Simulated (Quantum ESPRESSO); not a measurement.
Runs of Quantum ESPRESSO 7.5 on SiC (Moissanite 6H). It takes space group P6_3mc (No. 186, hexagonal). The conventional cell has a = 3.095 Å, b = 3.095 Å, c = 15.170 Å, α = 90.00°, β = 90.00°, γ = 120.00°. Si (site symmetry 3m) is surrounded by 4 C at 1.90 Å. Si (site symmetry 3m) is surrounded by 4 C at 1.90 Å. Around Si (site symmetry 3m) lie 4 C at 1.90 Å. C (site symmetry 3m) has 4 Si at 1.90 Å as nearest neighbours. C (site symmetry 3m) is surrounded by 4 Si at 1.90 Å. Around C (site symmetry 3m) lie 4 Si at 1.90 Å. 

| task | level | potentials or basis | cell | k mesh | cutoff (eV) | smearing | ASE optimiser | form of the LDA correlation | gap on the mesh (eV) | pressure (GPa) | V0 of scaled cells (Å³/atom) | B0 (GPa) | largest force (eV/Å) |
| --- | --- | --- | --- | --- | --- | --- | --- | --- | --- | --- | --- | --- | --- |
| relaxation of the atoms | PBE+D3 | PseudoDojo 0.5 SR PBE standard | atoms relaxed | 7 × 7 × 1 | 1116 | methfessel-paxton 0.2 eV | LBFGS | - | 2.18 | -1.2 | - | - | 0.02 |
| equation of state | PBE | SSSP 1.3 efficiency PBE | as given | 10 × 10 × 2 | 748 | fermi-dirac 0.05 eV | - | - | - | - | 10.51 | 213 | - |
| single point | PBE | SSSP 1.3 efficiency PBE | as given | 10 × 10 × 2 | 748 | fermi-dirac 0.05 eV | - | - | 2.02 | (a) | - | - | 0.14 |
| band structure | PBEsol | GBRV 1.5 PBEsol | as given | 10 × 10 × 2 | 612 | fermi-dirac 0.05 eV | - | - | 1.92 | -3.2 | - | - | 0.14 |
| equation of state | PBEsol | GBRV 1.5 PBEsol | as given | 10 × 10 × 2 | 612 | fermi-dirac 0.05 eV | - | - | - | - | 10.34 | (b) | - |
| real-space fields | PBEint | JTH 2.0 PBE | as given | 10 × 10 × 2 | 490 | methfessel-paxton 0.05 eV | - | - | 1.90 | - | - | - | 0.15 |
| band structure | LDA | GBRV 1.5 LDA | as given | 10 × 10 × 2 | 612 | fermi-dirac 0.05 eV | - | PZ81 | 1.98 | -7.4 | - | - | 0.14 |
| equation of state | PBE | GBRV 1.5 PBE | as given | 10 × 10 × 2 | 612 | fermi-dirac 0.05 eV | - | - | - | - | 10.49 | 213 | - |

Alike in all rows: no spin polarisation.

Task: Estimate the missing entries.

Result: (a) 0.4; (b) 222.

Caveats: the cell was scaled at fixed shape and fractional positions, which overstates the stiffness of a crystal with free parameters, most of all of layers and chains (some runs); this smearing can shift energies of a crystal with a gap (some runs); some levels on the path didn't converge (some runs); an odd mesh through Γ misses points on the zone boundary, where band edges often lie (some runs); the potentials were made for another functional, which shifts forces and pressure (some runs); the cutoff is low for these files, which shifts pressure and relaxed volume (some runs).

Not every run made on this cell is shown here.
